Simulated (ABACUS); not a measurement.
Set up this calculation in ABACUS 3.10.1, as the native input.

| Quantity | Value |
| --- | --- |
| Task | band structure |
| Functional | PBE |
| Potentials or basis | PseudoDojo NC SR 0.4.1 PBE standard |
| Cutoff | 1361 eV |
| Density cutoff | 5442 eV |
| Basis | DZP LCAO (the cutoffs set its grid) |
| Occupations | fermi-dirac, width 0.05 eV |
| Spin | no spin polarisation |
| Orbital files | Ti Ti_confined-atom_7au_3s2p2d1f.orb |
| Radial cutoff of the potentials (pseudo_rcut) | 10 bohr |
| Density | read from an earlier self-consistent run |
| Path | G-M-K-G-A-L-H-A, L-M, K-H |
| Points for each segment of the path | 10 |
| SCF threshold on the density | 1e-07 |
| Max SCF steps | 100 |
| Eigensolver | genelpa |
| Mixing | broyden |
| Mixing share | 0.7 |
| Symmetry key | -1 |

Crystal: Ti.

```xyz
2
Lattice="2.9500 0.0000 0.0000 -1.4750 2.5548 0.0000 0.0000 0.0000 4.6800" Properties=species:S:1:pos:R:3 pbc="T T T"
Ti    1.4750    0.8516    3.5100
Ti    0.0000    1.7032    1.1700
```

These files were run (other wordings do the same):

INPUT

```
INPUT_PARAMETERS
suffix              Ti
calculation         nscf
basis_type          lcao
pseudo_dir          ./
orbital_dir         ./
symmetry            -1
dft_functional      pbe
ecutwfc             100.0
pseudo_rcut         10
nspin               1
nbands              22
ks_solver           genelpa
smearing_method     fd
smearing_sigma      0.00367493
scf_thr             1e-07
scf_nmax            100
mixing_type         broyden
mixing_beta         0.7
init_chg            file
out_band            1
```

STRU

```
ATOMIC_SPECIES
Ti 47.8670 Ti.upf

NUMERICAL_ORBITAL
Ti_confined-atom_7au_3s2p2d1f.orb

LATTICE_CONSTANT
1.8897261246

LATTICE_VECTORS
2.9500000000 0.0000000000 0.0000000000
-1.4750000000 2.5547749412 0.0000000000
0.0000000000 0.0000000000 4.6800000000

ATOMIC_POSITIONS
Cartesian

Ti
0.0
2
1.4750000001 0.8515916470 3.5100000000 1 1 1
-0.0000000001 1.7031832942 1.1700000000 1 1 1
```

KPT

```
K_POINTS
12
Line
0.00000000 0.00000000 0.00000000 10 // G
0.50000000 0.00000000 0.00000000 10 // M
0.33333333 0.33333333 0.00000000 10 // K
0.00000000 0.00000000 0.00000000 10 // G
0.00000000 0.00000000 0.50000000 10 // A
0.50000000 0.00000000 0.50000000 10 // L
0.33333333 0.33333333 0.50000000 10 // H
0.00000000 0.00000000 0.50000000 1 // A
0.50000000 0.00000000 0.50000000 10 // L
0.50000000 0.00000000 0.00000000 1 // M
0.33333333 0.33333333 0.00000000 10 // K
0.33333333 0.33333333 0.50000000 1 // H
```

Potentials or basis: PseudoDojo NC SR 0.4.1 PBE standard, DZP LCAO (the cutoffs set its grid).

Launch:

```sh
$ OMP_NUM_THREADS=1 mpirun -np 4 abacus > log
```

It took 1.5 s on 4 MPI ranks on Intel(R) Xeon(R) Platinum 8175M CPU @ 2.50GHz (Skylake/Cascade Lake), with other jobs on the host, peak memory 0.36 GiB a rank.
